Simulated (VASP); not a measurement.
# TaN (P6_3/mmc) in VASP: single point with r2SCAN+U

Aim: the single point of TaN with r2SCAN+U.

Program: VASP 6.6.1. These are calculated values, not measurements. Logs are shortened: lines on timing, memory, paths and dates and some standing lists are left out, and cuts for length are marked.

### 1 The crystal as given

It takes space group P6_3/mmc (No. 194, hexagonal). The conventional cell has a = 3.048 Å, b = 3.048 Å, c = 4.918 Å, α = 90.00°, β = 90.00°, γ = 120.00°. Around Ta (site symmetry -3m) lie 6 N at 2.15 Å and 2 Ta at 2.46 Å. N (site symmetry -6m2) is surrounded by 6 Ta at 2.15 Å.

### 2 Single point, r2SCAN+U

The input, INCAR:

```
ALGO     = Normal         # electronic algorithm
EDIFF    = 1E-6           # SCF threshold, eV
ENCUT    = 520            # plane-wave cutoff, eV
ISIF     = 2              # what is computed and relaxed
ISMEAR   = 0              # smearing method
LASPH    = T              # aspherical terms in the spheres
LCHARG   = T              # write CHGCAR
LDAU     = T              # DFT+U
LDAUJ    = 0 0          
LDAUL    = 2 -1           # shell
LDAUPRINT= 1            
LDAUTYPE = 2            
LDAUU    = 6 0            # U, eV
LELF     = T              # ELF
LMAXMIX  = 4              # l up to which the mixer works
LMIXTAU  = T            
LREAL    = F              # projectors in reciprocal space
LVHAR    = T            
LWAVE    = F              # write WAVECAR
METAGGA  = R2SCAN         # meta-GGA
NELM     = 80             # most SCF steps
PREC     = Accurate       # precision mode
SIGMA    = 0.05           # smearing width, eV
```

The input, KPOINTS:

```
k-points
0
Gamma
  7 7 4
```

The input, POSCAR:

```
TaN
1.0
    3.0480018400      0.0000000000      0.0000000000
   -1.5240009200      2.6396470300      0.0000000000
    0.0000000000      0.0000000000      4.9179997800
Ta N
2 2
Direct
    0.0000000000      0.0000000000      0.0000000000
    0.0000000000      0.0000000000      0.5000000000
    0.3333333333      0.6666666667      0.2500000000
    0.6666666667      0.3333333333      0.7500000000
```

Potentials or basis: VASP PAW PBE potentials, release 64 (Ta_pv, N).

Started as:

```bash
$ cat potpaw_PBE.64/Ta_pv/POTCAR potpaw_PBE.64/N/POTCAR > POTCAR
$ mpirun -np 1 vasp_std > vasp.out
```

OUTCAR:

```text
EDIFF = 1E-6
   ENCUT = 520
   ISIF = 2
   ISMEAR = 0
   LASPH = T
   LREAL = F
   METAGGA = R2SCAN
   NELM = 80
   PREC = Accurate

 ion  position               nearest neighbor table
   1  0.000  0.000  0.000-   3 2.15   4 2.15   4 2.15   3 2.15   4 2.15   3 2.15   2 2.46   2 2.46

   2  0.000  0.000  0.500-   3 2.15   4 2.15   4 2.15   3 2.15   4 2.15   3 2.15   1 2.46   1 2.46

   3  0.333  0.667  0.250-   1 2.15   2 2.15   1 2.15   2 2.15   1 2.15   2 2.15
   4  0.667  0.333  0.750-   1 2.15   2 2.15   1 2.15   2 2.15   1 2.15   2 2.15

  LATTYP: Found a hexagonal cell.
 ALAT       =     3.0480018400
 C/A-ratio  =     1.6135160142

  Lattice vectors:

 A1 = (   3.0480018400,   0.0000000000,   0.0000000000)
 A2 = (  -1.5240009200,   2.6396470300,   0.0000000000)
 A3 = (   0.0000000000,   0.0000000000,   4.9179997800)

Analysis of symmetry for initial positions (statically):
=====================================================================
 Subroutine PRICEL returns:
 Original cell was already a primitive cell.

 Routine SETGRP: Setting up the symmetry group for a
 hexagonal supercell.

 Subroutine GETGRP returns: Found 24 space group operations
 (whereof 12 operations were pure point group operations)
 out of a pool of 24 trial point group operations.

The static configuration has the point symmetry D_3d.
 The point group associated with its full space group is D_6h.

Analysis of symmetry for dynamics (positions and initial velocities):
=====================================================================
 Subroutine PRICEL returns:
 Original cell was already a primitive cell.

 Routine SETGRP: Setting up the symmetry group for a
 hexagonal supercell.

 Subroutine GETGRP returns: Found 24 space group operations
 (whereof 12 operations were pure point group operations)
 out of a pool of 24 trial point group operations.

The dynamic configuration has the point symmetry D_3d.
 The point group associated with its full space group is D_6h.

 Subroutine INISYM returns: Found 24 space group operations
 (whereof 12 operations are pure point group operations),
 and found     1 'primitive' translations

----------------------------------------------------------------------------------------

                                     Primitive cell

  volume of cell :      39.5685

  direct lattice vectors                    reciprocal lattice vectors
     3.048001840  0.000000000  0.000000000     0.328083791  0.189419265  0.000000000
    -1.524000920  2.639647030  0.000000000     0.000000000  0.378838530  0.000000000
     0.000000000  0.000000000  4.917999780     0.000000000  0.000000000  0.203334698

  length of vectors
     3.048001840  3.048001845  4.917999780     0.378838530  0.378838530  0.203334698

  position of ions in fractional coordinates (direct lattice)
     0.000000000  0.000000000  0.000000000
     0.000000000  0.000000000  0.500000000
     0.333333333  0.666666667  0.250000000
     0.666666667  0.333333333  0.750000000

  ion indices of the primitive-cell ions
   primitive index   ion index
                 1           1
                 2           2
                 3           3
                 4           4

----------------------------------------------------------------------------------------
[... 101 lines left out ...]
   IVDW    =     0    specifies the selected vdW correction
   LEPSILON=     F    determine dielectric tensor
   LRPA    =     F    only Hartree local field effects (RPA)
 non-spin polarized calculation
 Gauss-broadening in eV      SIGMA  =   0.05
  energy-cutoff  :      520.00
  volume of cell :       39.57
 maximum number of plane-waves:      1087
 NGX is ok and might be reduce to    24
   NGX = 11   NGY = 11   NGZ = 19

atom =   1  type =  1  l = 2

 onsite density matrix

spin component  1

  0.2041  0.0000 -0.0000  0.0098  0.0000
  0.0000  0.2416  0.0000 -0.0000  0.0098
 -0.0000  0.0000  0.4125  0.0000  0.0000
  0.0098 -0.0000  0.0000  0.2416  0.0000
  0.0000  0.0098  0.0000  0.0000  0.2041

spin component  2

  0.2041  0.0000 -0.0000  0.0098  0.0000
  0.0000  0.2416  0.0000 -0.0000  0.0098
 -0.0000  0.0000  0.4125  0.0000  0.0000
  0.0098 -0.0000  0.0000  0.2416  0.0000
  0.0000  0.0098  0.0000  0.0000  0.2041

 occupancies and eigenvectors

  o =  0.2017  v =  0.9710  0.0000  0.0000 -0.2393 -0.0000  0.0000  0.0000  0.0000  0.0000  0.0000      0.0000  0.0000  0.0000  0.0000  0.0000  0.0000  0.0000  0.0000  0.0000  0.0000
  o =  0.2017  v =  0.0000  0.0000  0.0000  0.0000  0.0000  0.9710  0.0000  0.0000 -0.2393 -0.0000      0.0000  0.0000  0.0000  0.0000  0.0000  0.0000  0.0000  0.0000  0.0000  0.0000
  o =  0.2017  v = -0.0000  0.2393  0.0000  0.0000 -0.9710  0.0000  0.0000  0.0000  0.0000  0.0000      0.0000  0.0000  0.0000  0.0000  0.0000  0.0000  0.0000  0.0000  0.0000  0.0000
  o =  0.2017  v =  0.0000  0.0000  0.0000  0.0000  0.0000 -0.0000  0.2393  0.0000  0.0000 -0.9710      0.0000  0.0000  0.0000  0.0000  0.0000  0.0000  0.0000  0.0000  0.0000  0.0000
  o =  0.2440  v = -0.2393 -0.0000  0.0000 -0.9710 -0.0000  0.0000  0.0000  0.0000  0.0000  0.0000      0.0000  0.0000  0.0000  0.0000  0.0000  0.0000  0.0000  0.0000  0.0000  0.0000
  o =  0.2440  v =  0.0000  0.0000  0.0000  0.0000  0.0000 -0.2393 -0.0000  0.0000 -0.9710 -0.0000      0.0000  0.0000  0.0000  0.0000  0.0000  0.0000  0.0000  0.0000  0.0000  0.0000
  o =  0.2440  v =  0.0000 -0.9710  0.0000  0.0000 -0.2393  0.0000  0.0000  0.0000  0.0000  0.0000      0.0000  0.0000  0.0000  0.0000  0.0000  0.0000  0.0000  0.0000  0.0000  0.0000
  o =  0.2440  v =  0.0000  0.0000  0.0000  0.0000  0.0000  0.0000 -0.9710  0.0000  0.0000 -0.2393      0.0000  0.0000  0.0000  0.0000  0.0000  0.0000  0.0000  0.0000  0.0000  0.0000
  o =  0.4125  v =  0.0000  0.0000  0.0000  0.0000  0.0000  0.0000 -0.0000 -1.0000 -0.0000 -0.0000      0.0000  0.0000  0.0000  0.0000  0.0000  0.0000  0.0000  0.0000  0.0000  0.0000
  o =  0.4125  v =  0.0000 -0.0000 -1.0000 -0.0000 -0.0000  0.0000  0.0000  0.0000  0.0000  0.0000      0.0000  0.0000  0.0000  0.0000  0.0000  0.0000  0.0000  0.0000  0.0000  0.0000

atom =   2  type =  1  l = 2

 onsite density matrix

spin component  1

  0.2041 -0.0000  0.0000 -0.0098  0.0000
 -0.0000  0.2416 -0.0000 -0.0000 -0.0098
  0.0000 -0.0000  0.4125  0.0000  0.0000
 -0.0098 -0.0000  0.0000  0.2416 -0.0000
  0.0000 -0.0098  0.0000 -0.0000  0.2041

spin component  2

  0.2041 -0.0000  0.0000 -0.0098  0.0000
 -0.0000  0.2416 -0.0000 -0.0000 -0.0098
  0.0000 -0.0000  0.4125  0.0000  0.0000
 -0.0098 -0.0000  0.0000  0.2416 -0.0000
  0.0000 -0.0098  0.0000 -0.0000  0.2041

 occupancies and eigenvectors

  o =  0.2017  v =  0.9710 -0.0000  0.0000  0.2393 -0.0000  0.0000  0.0000  0.0000  0.0000  0.0000      0.0000  0.0000  0.0000  0.0000  0.0000  0.0000  0.0000  0.0000  0.0000  0.0000
  o =  0.2017  v =  0.0000  0.0000  0.0000  0.0000  0.0000  0.9710 -0.0000  0.0000  0.2393 -0.0000      0.0000  0.0000  0.0000  0.0000  0.0000  0.0000  0.0000  0.0000  0.0000  0.0000
  o =  0.2017  v =  0.0000  0.2393 -0.0000  0.0000  0.9710  0.0000  0.0000  0.0000  0.0000  0.0000      0.0000  0.0000  0.0000  0.0000  0.0000  0.0000  0.0000  0.0000  0.0000  0.0000
  o =  0.2017  v =  0.0000  0.0000  0.0000  0.0000  0.0000  0.0000  0.2393 -0.0000  0.0000  0.9710      0.0000  0.0000  0.0000  0.0000  0.0000  0.0000  0.0000  0.0000  0.0000  0.0000
  o =  0.2440  v =  0.2393 -0.0000 -0.0000 -0.9710  0.0000  0.0000  0.0000  0.0000  0.0000  0.0000      0.0000  0.0000  0.0000  0.0000  0.0000  0.0000  0.0000  0.0000  0.0000  0.0000
  o =  0.2440  v =  0.0000  0.0000  0.0000  0.0000  0.0000  0.2393 -0.0000 -0.0000 -0.9710  0.0000      0.0000  0.0000  0.0000  0.0000  0.0000  0.0000  0.0000  0.0000  0.0000  0.0000
  o =  0.2440  v =  0.0000  0.9710  0.0000 -0.0000 -0.2393  0.0000  0.0000  0.0000  0.0000  0.0000      0.0000  0.0000  0.0000  0.0000  0.0000  0.0000  0.0000  0.0000  0.0000  0.0000
  o =  0.2440  v =  0.0000  0.0000  0.0000  0.0000  0.0000  0.0000  0.9710  0.0000 -0.0000 -0.2393      0.0000  0.0000  0.0000  0.0000  0.0000  0.0000  0.0000  0.0000  0.0000  0.0000
  o =  0.4125  v =  0.0000  0.0000  0.0000  0.0000  0.0000 -0.0000  0.0000 -1.0000 -0.0000 -0.0000      0.0000  0.0000  0.0000  0.0000  0.0000  0.0000  0.0000  0.0000  0.0000  0.0000
  o =  0.4125  v = -0.0000  0.0000 -1.0000 -0.0000 -0.0000  0.0000  0.0000  0.0000  0.0000  0.0000      0.0000  0.0000  0.0000  0.0000  0.0000  0.0000  0.0000  0.0000  0.0000  0.0000

 number of electron      32.0000002 magnetization

 Free energy of the ion-electron system (eV)
  ---------------------------------------------------
  ext. energy  EPLUGINS =         0.00000000
  ---------------------------------------------------
  free energy    TOTEN  =      -105.53061358 eV

  energy without entropy =     -105.52892396  energy(sigma->0) =     -105.52976877

 E-fermi :  10.8730     XC(G=0): -14.7954

 val. band max:       10.8655436593   @ k =   0.4286   0.1429   0.2500
 cond. band min:      11.0197962951   @ k =   0.1429   0.0000   0.5000
 fundamental gap:      0.1542526358
 Fermi energy:        10.8729819183

 k-point     1 :       0.0000    0.0000    0.0000
  band No.  band energies     occupation
      1     -28.9320      2.00000
      2     -27.1397      2.00000
      3     -27.1397      2.00000
      4     -26.7652      2.00000
      5     -26.7652      2.00000
      6     -25.8222      2.00000
[... 541 lines left out ...]
     19      13.7645      0.00000
     20      13.7645      0.00000

------------------------ aborting loop because EDIFF is reached ----------------------------------------

  FORCE on cell =-STRESS in cart. coord.  units (eV):
  Direction    XX          YY          ZZ          XY          YZ          ZX
  --------------------------------------------------------------------------------------
  -------------------------------------------------------------------------------------
  Total       12.5810198     12.5810199     34.5041841     -0.0000000     -0.0000000      0.0000000
  in kB      509.4209968    509.4209991   1397.1169348     -0.0000000     -0.0000000      0.0000000
  external PRESSURE =     805.3196435 kB  Pullay stress =       0.0000000 kB

 VOLUME and BASIS-vectors are now :
 -----------------------------------------------------------------------------
  energy-cutoff  :      520.00
  volume of cell :       39.57
      direct lattice vectors                 reciprocal lattice vectors
     3.048001840  0.000000000  0.000000000     0.328083791  0.189419265  0.000000000
    -1.524000920  2.639647030  0.000000000     0.000000000  0.378838530  0.000000000
     0.000000000  0.000000000  4.917999780     0.000000000  0.000000000  0.203334698

 POSITION                                       TOTAL-FORCE (eV/Angst)
 -----------------------------------------------------------------------------------
      0.00000      0.00000      0.00000        -0.000000      0.000000      0.000000
      0.00000      0.00000      2.45900        -0.000000      0.000000      0.000000
     -0.00000      1.75976      1.22950         0.000000      0.000000      0.000000
      1.52400      0.87988      3.68850        -0.000000     -0.000000     -0.000000
 -----------------------------------------------------------------------------------
    total drift:                               -0.000000      0.000000      0.000000

  FREE ENERGIE OF THE ION-ELECTRON SYSTEM (eV)
  ---------------------------------------------------
  free  energy   TOTEN  =      -105.5306135850 eV

  energy  without entropy=     -105.5289239613  energy(sigma->0) =     -105.52976877
```

Wall time 3.3 min (1 thread of AMD EPYC 7R43 (Zen 3), shared host); peak memory 0.14 GiB.

What came out:

| Quantity | Value |
| --- | --- |
| Free energy | -105.5306 eV |
| Pressure | 80.5 GPa |
| Band gap on the k mesh | none (metal or under the smearing width) |

Stress tensor (GPa, compression positive):
```
 50.94   0.00   0.00
  0.00  50.94   0.00
  0.00   0.00 139.71
```

Eigenvalues of the final occupation matrices:
| site | spin | trace | eigenvalues |
| --- | --- | --- | --- |
| site 1 d | 1 | 1.30 | 0.20 0.20 0.24 0.24 0.41 |
| site 1 d | 2 | 1.30 | 0.20 0.20 0.24 0.24 0.41 |
| site 2 d | 1 | 1.30 | 0.20 0.20 0.24 0.24 0.41 |
| site 2 d | 2 | 1.30 | 0.20 0.20 0.24 0.24 0.41 |

Caveat: a pressure of tens of GPa on the cell as given is suspect, and the run, the potentials or the cell itself is likely at fault; the PAW data sets were made with another functional, which shifts forces and pressure a little; U without spin polarisation on a metal has little footing. Spin-orbit coupling is left out, which matters for the levels of Ta.
